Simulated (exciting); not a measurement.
# W: equation of state with PBE

W:

```
W
1.0
    -1.58234    1.58234    1.58234
     1.58234   -1.58234    1.58234
     1.58234    1.58234   -1.58234
W
1
Direct
  0.00000 0.00000 0.00000
```

| Property | Result |
| --- | --- |
| Program | exciting (release sodium) |
| Task | equation of state |
| Functional | PBE |
| Potentials or basis | all-electron LAPW+lo, shipped species files, valence relativity iora* |
| rgkmax | 9 |
| k mesh | 12 × 12 × 12 |
| Occupations | fermi-dirac, width 0.05 eV |
| Spin | no spin polarisation |
| gmaxvr (cutoff of density and potential) | 14 1/bohr |
| lmaxapw (and lmaxmat) | 10 |
| lmaxvr | 8 |
| nempty | 12 |
| Valence relativity | iora* |
| Muffin-tin radii | W 2.3 bohr |

```json
{"Equilibrium volume": "16.16 Å³/atom", "Bulk modulus": "298 GPa", "Pressure derivative of the bulk modulus": "4.0 (rough: it moves with the points fitted)"}
```

Energy against volume, from the lowest point:
```tsv
volume (Å³/atom)	energy (meV/atom)
14.897	105.49
15.214	57.47
15.531	24.37
15.848	6.09
16.165	0.00
16.482	5.99
16.798	22.00
```

The run has no spin-orbit coupling, so splittings on W are missing. Zero-point motion and thermal expansion aren't in these numbers.
